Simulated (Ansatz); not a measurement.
ZnS at 1 GPa: from Born charge to LO–TO splitting and polaron coupling

Computed with DFT LDA, scalar-relativistic, plane waves, PAW in Ansatz. Plane waves to 420 eV; Γ-centred k mesh 10×10×10; fixed occupations. No spin polarisation. Phonons by linear response, acoustic sum rule imposed.

The cell, relaxed at 1 GPa:
```
Zn S
1.0
     0.00000    2.63834    2.63834
     2.63834    0.00000    2.63834
     2.63834    2.63834    0.00000
Zn S
1 1
Direct
  0.00000 0.00000 0.00000
  0.75000 0.75000 0.75000
```

Linear response gives ν_TO = 296.8 cm⁻¹, Born charges ±1.887 e (positive on Zn) and ε∞ = 6.181. The primitive cell holds 36.730 Å³, and the masses are 65.380 and 32.060 amu.

Q: Find ν_LO and the static dielectric constant.

A: The long-wave field adds a restoring force: ω_LO² − ω_TO² = Z*²e²/(ε_vac ε∞ μV). In these units ν_LO² − ν_TO² = 4.92064×10⁷ Z*²/(μ V ε∞) cm⁻², with μ = m₁m₂/(m₁ + m₂) = 21.512 amu: 35869 cm⁻². So ν_LO = √(296.8² + 35869) = 352.1 cm⁻¹, and the run gives 352.1. Lyddane–Sachs–Teller then gives ε0 = ε∞ (ν_LO/ν_TO)² = 8.70, against 8.70 in the run (it forms both from the same three quantities, so the match checks the arithmetic only). Between ν_TO and ν_LO the dielectric function is negative and an undamped crystal reflects fully: a reststrahlen band from 28.4 to 33.7 μm.

Q: What do the Clausius–Mossotti polarisability and the Szigeti charge come to?

A: With the Lorentz local field, α = (3V/4π)(ε∞ − 1)/(ε∞ + 2) = 5.55 Å³ for the pair, and e_S = 3Z*/(ε∞ + 2) = 0.69 e. The Born charge includes the electrons' response to the dipole's own local field, and e_S takes that enhancement out. The Lorentz field assumes point-like polarisable ions, a poor picture once ε∞ is this large, since the electron clouds then overlap or are shared, so both numbers are formal here.

Q: How strongly does a slow electron couple to the LO mode?

A: For one isotropic parabolic band, Fröhlich's constant is α_F = (1/ε∞ − 1/ε0) √(m* Ry/ħω_LO), with Ry = 13.606 eV, ħω_LO = 43.7 meV and m* in free-electron masses: α_F = 0.0468 × 17.65 × √m* = 0.83 √m*. The band mass isn't part of this run; for m* = 0.1, 0.3 and 1 it gives 0.26, 0.45, 0.83. In weak coupling the polaron lies α_F ħω_LO below the band edge (20 meV at m* = 0.3) with a mass m*(1 + α_F/6); past α_F of about 5 or 6 that expansion fails. A semilocal functional's ε∞ tends to be too large, which taken alone lowers α_F.

Cost: 1 run of about 2.1 core-minutes, on Intel Xeon Processor @ 2.50GHz (Skylake/Cascade Lake) (shared hosts).

The lattice is clearly polar, yet electrons supply most of the static dielectric response. A Born charge close to the nominal valence of Zn doesn't make ZnS fully ionic: in a partly covalent tetrahedral network, moving the sublattices shifts bond charge between Zn and S, and this dynamical charge can well exceed the static one. The same polarisable bonds screen the long-range field, which limits both the LO–TO splitting and the Fröhlich coupling.

The TO mode lies above the familiar ambient value for zinc blende and the splitting is narrower than measured. Pressure stiffens the bonds, and LDA overbinding probably adds to this, while overly strong electronic screening weakens the field term. The realistic LO frequency therefore probably owes something to compensation between the two.

Coupling stays weak to moderate for all the masses tried, and the light, largely s-like conduction band of ZnS favours the weak end, so large-polaron behaviour is plausible for electrons. This doesn't carry over to holes, whose degenerate, anisotropic p-derived bands need a multiband treatment.
